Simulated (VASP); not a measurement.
## HC60N3 (a cell with a defect): single point with r2SCAN

Crystal: HC60N3 (a cell with a defect).

```
CELL_PARAMETERS angstrom
7.14000 0.00000 0.00000
0.00000 7.14000 0.00000
0.00000 0.00000 7.14000
ATOMIC_POSITIONS crystal
H 0.55121 0.55121 0.55121
C 0.63191 0.63191 0.63191
C 0.50149 0.75071 0.75071
C 0.75071 0.50149 0.75071
C 0.75071 0.75071 0.50149
C 0.49509 0.25051 0.74946
C 0.49509 0.74946 0.25051
C 0.25051 0.49509 0.74946
C 0.74946 0.49509 0.25051
C 0.25051 0.74946 0.49509
C 0.74946 0.25051 0.49509
C 0.62358 0.37596 0.87342
C 0.62358 0.87342 0.37596
C 0.37596 0.62358 0.87342
C 0.87342 0.62358 0.37596
C 0.37596 0.87342 0.62358
C 0.87342 0.37596 0.62358
C 0.50509 0.25104 0.25104
C 0.25104 0.50509 0.25104
C 0.25104 0.25104 0.50509
C 0.12740 0.62274 0.62274
C 0.62274 0.12740 0.62274
C 0.62274 0.62274 0.12740
C 0.99996 0.49996 0.49996
C 0.49996 0.99996 0.49996
C 0.49996 0.49996 0.99996
C 0.12782 0.37731 0.37731
C 0.37731 0.12782 0.37731
C 0.37731 0.37731 0.12782
C 0.62393 0.87587 0.87587
C 0.87587 0.62393 0.87587
C 0.87587 0.87587 0.62393
C 0.00112 0.74942 0.74942
C 0.74942 0.00112 0.74942
C 0.74942 0.74942 0.00112
C 0.12373 0.37505 0.87613
C 0.12373 0.87613 0.37505
C 0.37505 0.12373 0.87613
C 0.87613 0.12373 0.37505
C 0.37505 0.87613 0.12373
C 0.87613 0.37505 0.12373
C 0.99875 0.24952 0.74934
C 0.99875 0.74934 0.24952
C 0.24952 0.99875 0.74934
C 0.74934 0.99875 0.24952
C 0.24952 0.74934 0.99875
C 0.74934 0.24952 0.99875
C 0.12378 0.12378 0.62469
C 0.12378 0.62469 0.12378
C 0.62469 0.12378 0.12378
C 0.00174 0.25037 0.25037
C 0.25037 0.00174 0.25037
C 0.25037 0.25037 0.00174
C 0.12494 0.87439 0.87439
C 0.87439 0.12494 0.87439
C 0.87439 0.87439 0.12494
C 0.99997 0.99997 0.49989
C 0.99997 0.49989 0.99997
C 0.49989 0.99997 0.99997
C 0.12540 0.12540 0.12540
C 0.99978 0.99978 0.99978
N 0.63516 0.36481 0.36481
N 0.36481 0.63516 0.36481
N 0.36481 0.36481 0.63516
```

The cell was built by a generator and needn't be a form met in nature.

```
Program             : VASP 6.6.1
Task                : single point
Functional          : r2SCAN
Potentials or basis : VASP PAW PBE potentials, release 64 (H, C, N)
Cutoff              : 520 eV
k mesh              : 2 × 2 × 2
Occupations         : gaussian, width 0.03 eV
Spin                : no spin polarisation
```

```yaml
Pressure: -2.4 GPa
Largest_force: 3.184 eV/Å
Band_gap_on_the_k_mesh: 3.93 eV, indirect (least direct gap 4.00 eV)
```

Forces on the atoms (eV/Å):
```
H   -1.838 -1.838 -1.838
C    1.681  1.681  1.681
C    0.012  0.050  0.050
C    0.050  0.012  0.050
C    0.050  0.050  0.012
C   -0.012 -0.017  0.013
C   -0.012  0.013 -0.017
C   -0.017 -0.012  0.013
C    0.013 -0.012 -0.017
C   -0.017  0.013 -0.012
C    0.013 -0.017 -0.012
C   -0.013  0.012  0.000
C   -0.013  0.000  0.012
C    0.012 -0.013  0.000
C    0.000 -0.013  0.012
C    0.012  0.000 -0.013
C    0.000  0.012 -0.013
C   -0.004 -0.008 -0.008
C   -0.008 -0.004 -0.008
C   -0.008 -0.008 -0.004
C    0.002 -0.022 -0.022
C   -0.022  0.002 -0.022
C   -0.022 -0.022  0.002
C    0.012  0.000  0.000
C    0.000  0.012  0.000
C    0.000  0.000  0.012
C    0.002  0.021  0.021
C    0.021  0.002  0.021
C    0.021  0.021  0.002
C   -0.019 -0.009 -0.009
C   -0.009 -0.019 -0.009
C   -0.009 -0.009 -0.019
C    0.004  0.014  0.014
C    0.014  0.004  0.014
C    0.014  0.014  0.004
C    0.009  0.023 -0.007
C    0.009 -0.007  0.023
C    0.023  0.009 -0.007
C   -0.007  0.009  0.023
C    0.023 -0.007  0.009
C   -0.007  0.023  0.009
C    0.002 -0.012  0.008
C    0.002  0.008 -0.012
C   -0.012  0.002  0.008
C    0.008  0.002 -0.012
C   -0.012  0.008  0.002
C    0.008 -0.012  0.002
C    0.007  0.007 -0.011
C    0.007 -0.011  0.007
C   -0.011  0.007  0.007
C   -0.005 -0.018 -0.018
C   -0.018 -0.005 -0.018
C   -0.018 -0.018 -0.005
C    0.004 -0.005 -0.005
C   -0.005  0.004 -0.005
C   -0.005 -0.005  0.004
C   -0.001 -0.001 -0.004
C   -0.001 -0.004 -0.001
C   -0.004 -0.001 -0.001
C    0.004  0.004  0.004
C    0.001  0.001  0.001
N    0.005  0.042  0.042
N    0.042  0.005  0.042
N    0.042  0.042  0.005
```

Stress tensor (GPa, compression positive):
```
-2.40 -0.34 -0.34
-0.34 -2.40 -0.34
-0.34 -0.34 -2.40
```

Levels at points of the mesh, in eV from the valence-band top:
| k point | band 124 | band 125 | band 126 | band 127 | band 128 | band 129 | band 130 | band 131 | band 132 | band 133 |
| --- | --- | --- | --- | --- | --- | --- | --- | --- | --- | --- |
| (0.00, 0.00, 0.00) | -1.59 | -1.59 | -0.38 | 0.00 | 0.00 | 4.00 | 4.16 | 4.16 | 4.39 | 4.39 |
| (0.50, 0.00, 0.00) | -2.28 | -1.87 | -1.30 | -0.80 | -0.65 | 3.93 | 4.06 | 4.94 | 5.34 | 6.08 |
| (0.50, 0.50, 0.00) | -1.52 | -1.31 | -1.22 | -0.58 | -0.34 | 5.34 | 5.38 | 5.60 | 5.84 | 5.95 |
| (0.50, 0.50, 0.50) | -2.14 | -2.14 | -1.14 | -0.50 | -0.50 | 5.25 | 5.25 | 5.44 | 5.80 | 5.87 |

It took 13 min on 1 thread of Intel(R) Xeon(R) 6975P-C (Granite Rapids), with other jobs on the host, peak memory 0.53 GiB.

Caveat: the k mesh is coarse (spacing up to 0.44 Å⁻¹), so the values aren't converged; the PAW data sets were made with another functional, which shifts forces and pressure a little. r2SCAN opens gaps a little over a GGA but as a rule still falls short of measured ones.
